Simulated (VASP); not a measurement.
Write the native input for VASP 6.6.1 that does the following.

```
Task                   : single point
Functional             : r2SCAN
Potentials or basis    : VASP PAW PBE potentials, release 64 (Li_sv, H)
Cutoff                 : 520 eV
k mesh                 : 10 × 10 × 10
Occupations            : gaussian, width 0.01 eV
Spin                   : no spin polarisation
Dipole correction      : no
Further INCAR settings : ALGO = Normal; EDIFF = 1e-07; NBANDS = 9
```

The system is LiH.

```
Li H
1.0
     2.48890    0.00000    0.00000
     0.00000    2.48890    0.00000
     0.00000    0.00000    2.49677
Li H
1 1
Direct
  0.00000 0.00000 0.00000
  0.50000 0.50000 0.50000
```

The cell was built by a generator and needn't be a form met in nature.

The cell isn't the ideal one: epitaxial_xy strain -0.5%.

The input as run:

POSCAR

```
LiH
1.0
    2.4889002523      0.0000000000      0.0000000000
    0.0000000000      2.4889002523      0.0000000000
    0.0000000000      0.0000000000      2.4967717452
Li H
1 1
Direct
    0.0000000000      0.0000000000      0.0000000000
    0.5000000000      0.5000000000      0.5000000000
```

INCAR.step1

```
SYSTEM = LiH
ALGO = Normal
EDIFF = 1E-4
ENCUT = 520
GGA = PE
ISMEAR = 0
LASPH = .TRUE.
LCHARG = .FALSE.
LREAL = .FALSE.
LWAVE = .TRUE.
NBANDS = 9
NELM = 100
PREC = Accurate
SIGMA = 0.01
```

INCAR.step2

```
SYSTEM = LiH
ALGO = Normal
EDIFF = 1E-7
ENCUT = 520
ISIF = 2
ISMEAR = 0
ISTART = 1
LASPH = .TRUE.
LCHARG = .FALSE.
LMIXTAU = .TRUE.
LREAL = .FALSE.
LWAVE = .FALSE.
METAGGA = R2SCAN
NBANDS = 9
NELM = 100
PREC = Accurate
SIGMA = 0.01
```

KPOINTS

```
k-points
0
G
  10 10 10
  0 0 0
```

Potentials or basis: VASP PAW PBE potentials, release 64 (Li_sv, H).

Run with:

```sh
$ cat potpaw_PBE.64/Li_sv/POTCAR potpaw_PBE.64/H/POTCAR > POTCAR
$ cp INCAR.step1 INCAR
$ mpirun -np 1 vasp_std > vasp.out
$ cp INCAR.step2 INCAR
$ mpirun -np 1 vasp_std > vasp.out
```

It gave:

The band gap on the k mesh is 1.27 eV, indirect (least direct gap 4.89 eV).

Wall time 32 s on 1 thread of Intel(R) Xeon(R) 6975P-C (Granite Rapids) (shared host), peak memory 0.13 GiB.
